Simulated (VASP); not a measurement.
# SnO2 (Cassiterite) (P4_2/mnm) in VASP: settings compared

One crystal, SnO2 (Cassiterite), is run at these levels: r2SCAN, PBE, TB-mBJ; tasks: band structure.

Everything below comes from runs of VASP 6.6.1. Logs are shortened: lines on timing, memory, paths and dates and some standing lists are left out, and cuts for length are marked.

## (1) Starting point

It takes space group P4_2/mnm (No. 136, tetragonal). The conventional cell has a = 4.771 Å, b = 4.771 Å, c = 3.217 Å, α = 90.00°, β = 90.00°, γ = 90.00°. Around Sn (site symmetry mmm) lie 6 O at 2.07 Å. O (site symmetry m2m) has 3 Sn at 2.07 Å as nearest neighbours.

## (2) Band structure, r2SCAN

INCAR reads:

```
ALGO = Normal ; EDIFF = 1E-6
ENCUT = 520 ; ISIF = 2
ISMEAR = 0 ; KPAR = 2
LASPH = True ; LCHARG = False
LMIXTAU = True ; LREAL = False
LWAVE = False ; METAGGA = R2SCAN
NBANDS = 35 ; NELM = 80
PREC = Accurate ; SIGMA = 0.03
```

KPOINTS reads:

```
k-points
0
Gamma
  6 6 8
```

POSCAR reads:

```
SnO2                                    
1.0
    4.7714001542      0.0000000000      0.0000000000
   -0.0000000000      4.7714001542      0.0000000000
    0.0000000000      0.0000000000      3.2165924293
  Sn              O             
     2     4
Direct
     0.0000000000000000    0.0000000000000000    0.0000000000000000
     0.5000000000000000    0.5000000000000000    0.5000000000000000
     0.3062614077595441    0.3062614077595441    0.0000000000000000
     0.1937385922404559    0.8062614077595440    0.5000000000000000
     0.6937385922404560    0.6937385922404560    0.0000000000000000
     0.8062614077595440    0.1937385922404559    0.5000000000000000
```

KPOINTS_OPT reads:

```
explicit points
168
Reciprocal
 0.0000000000  0.0000000000  0.0000000000 1
 0.0000000000  0.0555555556  0.0000000000 1
 0.0000000000  0.1111111111  0.0000000000 1
 0.0000000000  0.1666666667  0.0000000000 1
 0.0000000000  0.2222222222  0.0000000000 1
 0.0000000000  0.2777777778  0.0000000000 1
[... 160 lines left out ...]
 0.0000000000  0.0000000000  0.5177501500 1
 0.0000000000  0.0000000000  0.4822498500 1
```

Potentials or basis: VASP PAW PBE potentials, release 64 (Sn_d, O).

Command:

```sh
$ cat potpaw_PBE.64/Sn_d/POTCAR potpaw_PBE.64/O/POTCAR > POTCAR
$ mpirun -np 2 vasp_std > vasp.out
```

OUTCAR:

```text
EDIFF = 1E-6
   ENCUT = 520
   ISIF = 2
   ISMEAR = 0
   LASPH = True
   LREAL = False
   METAGGA = R2SCAN
   NELM = 80
   PREC = Accurate

 ion  position               nearest neighbor table
   1  0.000  0.000  0.000-   3 2.07   5 2.07   4 2.07   6 2.07   4 2.07   6 2.07   2 3.74   2 3.74
                             2 3.74   2 3.74   2 3.74   2 3.74   2 3.74   2 3.74
   2  0.500  0.500  0.500-   4 2.07   6 2.07   5 2.07   3 2.07   3 2.07   5 2.07   1 3.74   1 3.74
                             1 3.74   1 3.74   1 3.74   1 3.74   1 3.74   1 3.74
   3  0.306  0.306  0.000-   1 2.07   2 2.07   2 2.07
   4  0.194  0.806  0.500-   2 2.07   1 2.07   1 2.07
   5  0.694  0.694  0.000-   1 2.07   2 2.07   2 2.07
   6  0.806  0.194  0.500-   2 2.07   1 2.07   1 2.07

  LATTYP: Found a simple tetragonal cell.
 ALAT       =     4.7714001542
 C/A-ratio  =     0.6741401529

  Lattice vectors:

 A1 = (   4.7714001542,   0.0000000000,   0.0000000000)
 A2 = (   0.0000000000,   4.7714001542,   0.0000000000)
 A3 = (   0.0000000000,   0.0000000000,   3.2165924293)

Analysis of symmetry for initial positions (statically):
=====================================================================
 Subroutine PRICEL returns:
 Original cell was already a primitive cell.

 Routine SETGRP: Setting up the symmetry group for a
 simple tetragonal supercell.

 Subroutine GETGRP returns: Found 16 space group operations
 (whereof  8 operations were pure point group operations)
 out of a pool of 16 trial point group operations.

The static configuration has the point symmetry D_2h.
 The point group associated with its full space group is D_4h.

Analysis of symmetry for dynamics (positions and initial velocities):
=====================================================================
 Subroutine PRICEL returns:
 Original cell was already a primitive cell.

 Routine SETGRP: Setting up the symmetry group for a
 simple tetragonal supercell.

 Subroutine GETGRP returns: Found 16 space group operations
 (whereof  8 operations were pure point group operations)
 out of a pool of 16 trial point group operations.

The dynamic configuration has the point symmetry D_2h.
 The point group associated with its full space group is D_4h.

 Subroutine INISYM returns: Found 16 space group operations
 (whereof  8 operations are pure point group operations),
 and found     1 'primitive' translations

----------------------------------------------------------------------------------------

                                     Primitive cell

  volume of cell :      73.2298

  direct lattice vectors                    reciprocal lattice vectors
     4.771400154  0.000000000  0.000000000     0.209582087  0.000000000  0.000000000
     0.000000000  4.771400154  0.000000000     0.000000000  0.209582087  0.000000000
     0.000000000  0.000000000  3.216592429     0.000000000  0.000000000  0.310888004

  length of vectors
     4.771400154  4.771400154  3.216592429     0.209582087  0.209582087  0.310888004

  position of ions in fractional coordinates (direct lattice)
     0.000000000  0.000000000  0.000000000
     0.500000000  0.500000000  0.500000000
     0.306261408  0.306261408  0.000000000
     0.193738592  0.806261408  0.500000000
     0.693738592  0.693738592  0.000000000
     0.806261408  0.193738592  0.500000000

  ion indices of the primitive-cell ions
   primitive index   ion index
                 1           1
                 2           2
                 3           3
                 4           4
                 5           5
                 6           6

----------------------------------------------------------------------------------------

 KPOINTS: k-points

Automatic generation of k-mesh.
 Grid dimensions read from file:
 generate k-points for:    6    6    8

 Generating k-lattice:

  Cartesian coordinates                     Fractional coordinates (reciprocal lattice)
     0.034930348  0.000000000  0.000000000     0.166666667  0.000000000  0.000000000
     0.000000000  0.034930348  0.000000000     0.000000000  0.166666667  0.000000000
     0.000000000  0.000000000  0.038861000     0.000000000  0.000000000  0.125000000

  Length of vectors
     0.034930348  0.034930348  0.038861000

  Shift w.r.t. Gamma in fractional coordinates (k-lattice)
     0.000000000  0.000000000  0.000000000

 Subroutine IBZKPT returns following result:
 ===========================================

 Found     50 irreducible k-points:

 Following reciprocal coordinates:
            Coordinates               Weight
  0.000000  0.000000  0.000000      1.000000
  0.166667  0.000000  0.000000      4.000000
  0.333333  0.000000  0.000000      4.000000
  0.500000  0.000000  0.000000      2.000000
  0.166667  0.166667  0.000000      4.000000
  0.333333  0.166667  0.000000      8.000000
[... 16 lines left out ...]
  0.333333  0.000000  0.250000      8.000000
  0.500000  0.000000  0.250000      4.000000
 [... further k-points ...]
   k-points           NKPTS =     50   k-points in BZ     NKDIM =     50   number of bands    NBANDS=     35
   number of dos      NEDOS =    301   number of ions     NIONS =      6
   total plane-waves  NPLWV =  31104
   dimension x,y,z NGX =    36 NGY =   36 NGZ =   24
   dimension x,y,z NGXF=    72 NGYF=   72 NGZF=   48
   ions per type =               2   4
   NGX,Y,Z   is equivalent  to a cutoff of  12.54, 12.54, 12.40 a.u.
   NGXF,Y,Z  is equivalent  to a cutoff of  25.09, 25.09, 24.81 a.u.
 SYSTEM =  unknown system
   PREC   = accura    normal or accurate (medium, high low for compatibility)
   ISTART =      0    job   : 0-new  1-cont  2-samecut
   ICHARG =      2    charge: 1-file 2-atom 10-const
   ISPIN  =      1    spin polarized calculation?
   LNONCOLLINEAR =      F non collinear calculations
   LSORBIT =      F    spin-orbit coupling
   LASPH  =      T    aspherical Exc in radial PAW
   ENCUT  =  520.0 eV  38.22 Ry    6.18 a.u.   8.87  8.87  5.98*2*pi/ulx,y,z
   NELM   =     80;   NELMIN=  2; NELMDL= -5     # of ELM steps
   EDIFF  = 0.1E-05   stopping-criterion for ELM
   LREAL  =      F    real-space projection
   EDIFFG = 0.1E-04   stopping-criterion for IOM
   NSW    =      0    number of steps for IOM
   IBRION =     -1    ionic relax: 0-MD 1-quasi-New 2-CG
   NFREE  =      0    steps in history (QN), initial steepest desc. (CG)
   ISIF   =      2    stress and relaxation
   ISYM   =      2    0-nonsym 1-usesym 2-fastsym
   POTIM  = 0.5000    time-step for ionic-motion
   TEBEG  =    0.0;   TEEND  =   0.0 temperature during run
   PSTRESS=    0.0 pullay stress
   NELECT =      52.0000    total number of electrons
   NUPDOWN=      -1.0000    fix difference up-down
   EMIN   =  10.00;   EMAX   =-10.00  energy-range for DOS
   EFERMI =   0.00;   METHOD = LEGACY
   ISMEAR =     0;   SIGMA  =   0.03  broadening in eV -4-tet -1-fermi 0-gaus
   EFERMI_NEDOS =   21; number of points for ismear=-14 and -15
   IALGO  =     38    algorithm
   IMIX   =      4    mixing-type and parameters
     AMIX     =   0.40;   BMIX     =  1.00
     AMIX_MAG =   1.60;   BMIX_MAG =  1.00
  volume/ion in A,a.u.               =      12.20        82.36
  Fermi-wavevector in a.u.,A,eV,Ry     =   1.460540  2.760020 29.023625  2.133176
  Thomas-Fermi vector in A             =   2.576977
   LORBIT       =      0    0 simple, 1 ext, 2 COOP (PROOUT), +10 PAW based schemes
   METAGGA = R2SCAN    functional components
   LHFCALC =     F    Hartree Fock is set to
   AEXX    =    0.0000 exact exchange contribution
   IVDW    =     0    specifies the selected vdW correction
   LEPSILON=     F    determine dielectric tensor
   LRPA    =     F    only Hartree local field effects (RPA)
 non-spin polarized calculation
 Gauss-broadening in eV      SIGMA  =   0.03
  energy-cutoff  :      520.00
  volume of cell :       73.23
 maximum number of plane-waves:      2004
 NGX is ok and might be reduce to    36
   NGX = 17   NGY = 17   NGZ = 11

 number of electron      52.0000009 magnetization

 Free energy of the ion-electron system (eV)
  ---------------------------------------------------
  ext. energy  EPLUGINS =         0.00000000
  ---------------------------------------------------
  free energy    TOTEN  =       -84.63068020 eV

  energy without entropy =      -84.63068020  energy(sigma->0) =      -84.63068020

 E-fermi :   5.6187     XC(G=0): -11.9143

 val. band max:        5.4450818688   @ k =   0.0000   0.0000   0.0000
 cond. band min:       7.1209863856   @ k =   0.0000   0.0000   0.0000
 fundamental gap:      1.6759045167
 Fermi energy:         5.6187429112

 k-point     1 :       0.0000    0.0000    0.0000
  band No.  band energies     occupation
      1     -16.2707      2.00000
      2     -15.3793      2.00000
      3     -15.1030      2.00000
      4     -15.1030      2.00000
      5     -15.0810      2.00000
      6     -15.0389      2.00000
[... 27 lines left out ...]
     34      18.4217      0.00000
     35      18.7939      0.00000

 k-point     2 :       0.1667    0.0000    0.0000
  band No.  band energies     occupation
      1     -16.2245      2.00000
      2     -15.4383      2.00000
      3     -15.1015      2.00000
      4     -15.1014      2.00000
      5     -15.0827      2.00000
      6     -15.0762      2.00000
[... 27 lines left out ...]
     34      18.4013      0.00000
     35      18.7543      0.00000

 k-point     3 :       0.3333    0.0000    0.0000
  band No.  band energies     occupation
      1     -16.0896      2.00000
      2     -15.6327      2.00000
      3     -15.1024      2.00000
      4     -15.0984      2.00000
      5     -15.0982      2.00000
      6     -15.0881      2.00000
[... 27 lines left out ...]
     34      18.4454      0.00000
     35      18.7042      0.00000
[... 723 lines left out ...]
 k-point    23 :       0.3333    0.0000    0.2500
  band No.  band energies     occupation
      1     -15.9822      2.00000
      2     -15.8251      2.00000
      3     -15.4537      2.00000
      4     -15.1849      2.00000
      5     -14.9858      2.00000
      6     -14.9811      2.00000
[... 27 lines left out ...]
     34      18.4511      0.00000
     35      18.6591      0.00000

 k-point    24 :       0.5000    0.0000    0.2500
  band No.  band energies     occupation
      1     -15.9265      2.00000
      2     -15.9265      2.00000
      3     -15.3073      2.00000
      4     -15.3073      2.00000
      5     -14.9790      2.00000
      6     -14.9790      2.00000
[... 27 lines left out ...]
     34      18.6422      0.00000
     35      18.8818      0.00000

 [... further k-points ...]

------------------------ aborting loop because EDIFF is reached ----------------------------------------

  FORCE on cell =-STRESS in cart. coord.  units (eV):
  Direction    XX          YY          ZZ          XY          YZ          ZX
  --------------------------------------------------------------------------------------
  -------------------------------------------------------------------------------------
  Total       -0.3860597     -0.3860597     -0.6548427     -0.0000000      0.0000000      0.0000000
  in kB       -8.4465101     -8.4465101    -14.3271511     -0.0000000      0.0000000      0.0000000
  external PRESSURE =     -10.4067237 kB  Pullay stress =       0.0000000 kB

 VOLUME and BASIS-vectors are now :
 -----------------------------------------------------------------------------
  energy-cutoff  :      520.00
  volume of cell :       73.23
      direct lattice vectors                 reciprocal lattice vectors
     4.771400154  0.000000000  0.000000000     0.209582087  0.000000000  0.000000000
     0.000000000  4.771400154  0.000000000     0.000000000  0.209582087  0.000000000
     0.000000000  0.000000000  3.216592429     0.000000000  0.000000000  0.310888004

 POSITION                                       TOTAL-FORCE (eV/Angst)
 -----------------------------------------------------------------------------------
      0.00000      0.00000      0.00000        -0.000000     -0.000000      0.000000
      2.38570      2.38570      1.60830        -0.000000     -0.000000      0.000000
      1.46130      1.46130      0.00000        -0.027855     -0.027855     -0.000000
      0.92440      3.84700      1.60830         0.027855     -0.027855     -0.000000
      3.31010      3.31010      0.00000         0.027855      0.027855      0.000000
      3.84700      0.92440      1.60830        -0.027855      0.027855      0.000000
 -----------------------------------------------------------------------------------
    total drift:                                0.000000      0.000000      0.000000

  FREE ENERGIE OF THE ION-ELECTRON SYSTEM (eV)
  ---------------------------------------------------
  free  energy   TOTEN  =       -84.6306802034 eV

  energy  without entropy=      -84.6306802034  energy(sigma->0) =      -84.63068020
```

It took 13 min on 2 MPI ranks of Intel Xeon Platinum 8175M at 2.50GHz (Skylake/Cascade Lake), shared host; peak memory 0.28 GiB.

What came out:

```yaml
Free_energy: -84.6307 eV
Pressure: -1.0 GPa
Largest_force: 0.039 eV/Å
Band_gap_on_the_k_mesh: 1.68 eV, direct
Band_gap_along_the_path: 1.68 eV, direct
```

Forces on the atoms (eV/Å):
```
Sn   0.000  0.000  0.000
Sn   0.000  0.000  0.000
O   -0.028 -0.028  0.000
O    0.028 -0.028  0.000
O    0.028  0.028  0.000
O   -0.028  0.028  0.000
```

Levels at the corners of the path, in eV from the valence-band top:
```tsv
point	band 23	band 24	band 25	band 26	band 27	band 28	band 29	band 30
Γ	-1.23	-0.76	-0.76	0.00	1.68	6.68	6.98	6.98
X	-1.18	-1.18	-0.62	-0.62	4.89	4.89	7.72	7.72
X	-1.18	-1.18	-0.62	-0.62	4.89	4.89	7.72	7.72
M	-1.30	-1.30	-0.90	-0.90	5.31	5.31	8.13	8.13
M	-1.30	-1.30	-0.90	-0.90	5.31	5.31	8.13	8.13
Γ	-1.23	-0.76	-0.76	0.00	1.68	6.68	6.98	6.98
Γ	-1.23	-0.76	-0.76	0.00	1.68	6.68	6.98	6.98
Z	-1.64	-1.64	-1.25	-1.25	6.75	6.75	10.46	10.46
Z	-1.64	-1.64	-1.25	-1.25	6.75	6.75	10.46	10.46
R	-1.09	-1.09	-0.69	-0.69	7.03	7.03	8.78	8.78
R	-1.09	-1.09	-0.69	-0.69	7.03	7.03	8.78	8.78
A	-0.95	-0.95	-0.84	-0.84	5.44	5.44	9.59	9.59
A	-0.95	-0.95	-0.84	-0.84	5.44	5.44	9.59	9.59
Z	-1.64	-1.64	-1.25	-1.25	6.75	6.75	10.46	10.46
X	-1.18	-1.18	-0.62	-0.62	4.89	4.89	7.72	7.72
R	-1.09	-1.09	-0.69	-0.69	7.03	7.03	8.78	8.78
M	-1.30	-1.30	-0.90	-0.90	5.31	5.31	8.13	8.13
A	-0.95	-0.95	-0.84	-0.84	5.44	5.44	9.59	9.59
```

Caveat: the PAW data sets were made with another functional, which shifts forces and pressure a little; spin-orbit coupling is left out, which moves the levels of the heavy elements.

## (3) Band structure, PBE, spin-orbit coupling, no magnetisation

INCAR reads:

```
ALGO = Normal ; EDIFF = 1E-6
ENCUT = 520 ; GGA = PE
GGA_COMPAT = False ; ISIF = 2
ISMEAR = 0 ; KPAR = 2
LASPH = True ; LCHARG = False
LNONCOLLINEAR = True ; LORBIT = 11
LREAL = False ; LSORBIT = True
LWAVE = False ; MAGMOM = 0 0 0 0 0 0 0 0 0 0 0 0 0 0 0 0 0 0
NBANDS = 68 ; NELM = 80
PREC = Accurate ; SIGMA = 0.03
```

KPOINTS reads:

```
k-points
0
Gamma
  4 4 6
```

POSCAR is that of step 2.

KPOINTS_OPT is that of step 2.

Potentials or basis: VASP PAW PBE potentials, release 64 (Sn_d, O).

Command:

```sh
$ cat potpaw_PBE.64/Sn_d/POTCAR potpaw_PBE.64/O/POTCAR > POTCAR
$ mpirun -np 2 vasp_ncl > vasp.out
```

Wall time 18 min (2 MPI ranks of Intel Xeon Platinum 8175M at 2.50GHz (Skylake/Cascade Lake), shared host); peak memory 0.51 GiB.

The run converged. Its results:

```
Free energy                                           : -37.3344 eV
Pressure                                              : 6.2 GPa
Largest force                                         : 0.059 eV/Å
Valence electrons inside the program's atomic spheres : Sn 12.31; O 5.06
```

Forces in eV/Å, atoms in the order of the input:
```
Sn   0.000  0.000  0.000
Sn   0.000  0.000  0.000
O   -0.042 -0.042  0.000
O    0.042 -0.042  0.000
O    0.042  0.042  0.000
O   -0.042  0.042  0.000
```

Stress tensor (GPa, compression positive):
```
5.92 0.00 0.00
0.00 5.92 0.00
0.00 0.00 6.80
```

## (4) Band structure, TB-mBJ

POSCAR is that of step 3.

INCAR.step1 reads:

```
ALGO = Normal ; EDIFF = 1E-5
ENCUT = 520 ; GGA = PE
ISIF = 2 ; ISMEAR = 0
KPAR = 2 ; LASPH = True
LCHARG = False ; LREAL = False
LWAVE = True ; NBANDS = 35
NELM = 80 ; PREC = Accurate
SIGMA = 0.03
```

INCAR.step2 reads:

```
ALGO = Normal ; EDIFF = 1E-6
ENCUT = 520 ; ISIF = 2
ISMEAR = 0 ; ISTART = 1
KPAR = 2 ; LASPH = True
LCHARG = False ; LREAL = False
LWAVE = False ; METAGGA = MBJ
NBANDS = 35 ; NELM = 80
PREC = Accurate ; SIGMA = 0.03
```

KPOINTS reads:

```
k-points
0
Gamma
  6 6 8
```

KPOINTS_OPT is that of step 3.

Command:

```sh
$ cat potpaw_PBE.64/Sn_d/POTCAR potpaw_PBE.64/O/POTCAR > POTCAR
$ cp INCAR.step1 INCAR
$ mpirun -np 2 vasp_std > vasp.out
$ cp INCAR.step2 INCAR
$ mpirun -np 2 vasp_std > vasp.out
```

Run time: 10 min. Hardware: 2 MPI ranks of Intel Xeon Platinum 8175M at 2.50GHz (Skylake/Cascade Lake), shared host; peak memory 0.3 GiB.

The run converged. Its results:

```
Band gap on the k mesh  : 2.86 eV, direct
Band gap along the path : 2.86 eV, direct
```

Levels at the corners of the path, in eV from the valence-band top:
```
point  band 22  band 23  band 24  band 25  band 26  band 27  band 28  band 29  band 30  band 31
    Γ    -0.98    -0.98    -0.75    -0.75     0.00     2.86     7.94     8.48     8.48    12.45
    X    -1.65    -0.96    -0.96    -0.55    -0.55     5.87     5.87     9.27     9.27    12.90
    X    -1.65    -0.96    -0.96    -0.55    -0.55     5.87     5.87     9.27     9.27    12.90
    M    -1.66    -1.04    -1.04    -0.79    -0.79     6.34     6.34     9.51     9.51    12.99
    M    -1.66    -1.04    -1.04    -0.79    -0.79     6.34     6.34     9.51     9.51    12.99
    Γ    -0.98    -0.98    -0.75    -0.75     0.00     2.86     7.94     8.48     8.48    12.45
    Γ    -0.98    -0.98    -0.75    -0.75     0.00     2.86     7.94     8.48     8.48    12.45
    Z    -2.19    -1.36    -1.36    -1.09    -1.09     7.64     7.64    11.74    11.74    12.80
    Z    -2.19    -1.36    -1.36    -1.09    -1.09     7.64     7.64    11.74    11.74    12.80
    R    -1.40    -0.97    -0.97    -0.51    -0.51     7.97     7.97    10.00    10.00    13.23
    R    -1.40    -0.97    -0.97    -0.51    -0.51     7.97     7.97    10.00    10.00    13.23
    A    -2.01    -0.83    -0.83    -0.77    -0.77     6.48     6.48    11.09    11.09    13.16
    A    -2.01    -0.83    -0.83    -0.77    -0.77     6.48     6.48    11.09    11.09    13.16
    Z    -2.19    -1.36    -1.36    -1.09    -1.09     7.64     7.64    11.74    11.74    12.80
    X    -1.65    -0.96    -0.96    -0.55    -0.55     5.87     5.87     9.27     9.27    12.90
    R    -1.40    -0.97    -0.97    -0.51    -0.51     7.97     7.97    10.00    10.00    13.23
    M    -1.66    -1.04    -1.04    -0.79    -0.79     6.34     6.34     9.51     9.51    12.99
    A    -2.01    -0.83    -0.83    -0.77    -0.77     6.48     6.48    11.09    11.09    13.16
```

Caveat: the PAW data sets were made with another functional, which shifts forces and pressure a little; spin-orbit coupling is left out, which moves the levels of the heavy elements.

[end of part 1 of 2]
